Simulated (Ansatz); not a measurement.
A plane-wave DFT run in Ansatz 0.2.0 (scalar-relativistic PAW potentials unless the input names others): input and command.

```yaml
crystal:
  lattice:
    - [-1.59075, 1.59075, 2.95938475]
    - [1.59075, -1.59075, 2.95938475]
    - [1.59075, 1.59075, -2.95938475]
  atoms:
    - { symbol: Sn, position: [0.0, 0.0, 0.0] }
basis:
  ecutwfc: "50 eV"
kpoints:
  mp_grid: { grid: [20, 20, 20] }
hamiltonian:
  xc: pbe
scf:
  occupations: { method: gaussian, width: 0.15 }
  max_iter: 60
output:
  forces: true
  eigenvalues: true
  stress: true
```

```bash
ansatz run input.yaml --threads 1 --pin off --max-ram 2560MiB --backend cpu --events-out ev --progress --plain --runs-dir out
```

Abridged log:
```
Basis set: ecut = 50 eV, 23 PW (Γ), exchange–correlation on 18×18×18 points (8 copies of the dense FFT grid, shifted against one another)
Bands: 11, of which v1, the nominal top of the filled ones, is band 7 counted from 1 (6 counted from 0)
Symmetry: 16 space group operations
k-points: 641 of 8000
SCF iter   1: F=—  HF=-5736.626514 eV  |F-HF|=—  |Δ(HF+E_count)|=         —  Δρ=1.29e0  dr2=5.33e2  ethr=1.77e-3  ⟨swp⟩=1.0  Hψ=15429  notcnv=0
SCF iter   2: F=—  HF=-5538.813190 eV  |F-HF|=—  |Δ(HF+E_count)|=    1.98e2  Δρ=2.82e-1  dr2=2.07e1  ethr=1.77e-3  ⟨swp⟩=7.0  Hψ=51572  notcnv=1  defer=10
SCF iter   3: F=—  HF=-5504.525797 eV  |F-HF|=—  |Δ(HF+E_count)|=    3.43e1  Δρ=2.82e-2  dr2=3.43e-1  ethr=1.77e-3  ⟨swp⟩=4.9  Hψ=24476  notcnv=0  defer=100
SCF iter   4: F=—  HF=-5504.027443 eV  |F-HF|=—  |Δ(HF+E_count)|=   4.98e-1  Δρ=8.06e-3  dr2=1.70e-2  ethr=1.77e-3  ⟨swp⟩=2.7  Hψ=19201  notcnv=0  defer=41
SCF iter   5: F=—  HF=-5504.015229 eV  |F-HF|=—  |Δ(HF+E_count)|=   1.22e-2  Δρ=9.68e-4  dr2=3.84e-4  ethr=1.21e-4  ⟨swp⟩=2.0  Hψ=11337  notcnv=0  defer=38
SCF iter   6: F=—  HF=-5504.015093 eV  |F-HF|=—  |Δ(HF+E_count)|=   1.36e-4  Δρ=3.04e-4  dr2=4.66e-5  ethr=2.74e-6  ⟨swp⟩=1.1  Hψ=7097  notcnv=0  defer=38
SCF iter   7: F=—  HF=-5503.994557 eV  |F-HF|=—  |Δ(HF+E_count)|=   2.05e-2  Δρ=1.61e-4  dr2=7.65e-6  ethr=3.33e-7  ⟨swp⟩=2.1  Hψ=11095  notcnv=0  defer=38
SCF iter   8: F=—  HF=-5503.994555 eV  |F-HF|=—  |Δ(HF+E_count)|=   2.18e-6  Δρ=8.28e-5  dr2=2.22e-6  ethr=5.47e-8  ⟨swp⟩=1.0  Hψ=7009  notcnv=0  defer=38
SCF iter   9: F=-5503.994554 eV  HF=-5503.994554 eV  |F-HF|=2.68e-9  |Δ(HF+E_count)|=   9.28e-7  Δρ=7.47e-6  dr2=1.42e-8  ethr=7.14e-10  ⟨swp⟩=4.5  Hψ=38459  notcnv=0
the search or the solves at the SCF's close seem to have found levels that the self-consistency loop had missed (the run counts 10). By its estimate they hold under 1e-12 electrons; where the run keeps them, the occupations were computed again with them
Error: refused after 9 iterations: one_centre_occupation = 2.28e0 (threshold 2.00e0); read on the Sn atom at site 0 (counted from 0), in its partial waves of l = 1. The loop had accepted its state. The figure is how many electrons the atom's PAW partial-wave expansion lays in one spin orbital inside its sphere. Of a state that the partial waves describe, at an atom whose sphere does not reach far into another's, it is at most what a level can hold: about one, and more with the corrected tetrahedra; the threshold leaves room over one. Most likely the run has filled a ghost state, a level that t ...
```

Task: What is wrong with this input?

Result: The fault is a cutoff far too low (basis.ecutwfc: 420 → "50 eV", the first being the value of the sound run). Setting it back cures it. The log, from which this was withheld above, says: «Warning: basis.ecutwfc = 50 eV is below the records' recommended 420 eV, and the density's cutoff is lower with it unless basis.ecutrho_ratio is high enough to keep the records' density cutoff: compare with a run at a higher cutoff» The SCF loop closed, but the program refused the state that it reached. A reference run from the same start on usual settings converged with pressure -2.07 GPa, largest force 0.000 eV/Å, no gap on the mesh.

Time: 7.2 s on 1 thread of Intel(R) Xeon(R) Platinum 8259CL CPU @ 2.50GHz (Skylake/Cascade Lake) (shared host), peak memory 0.32 GiB.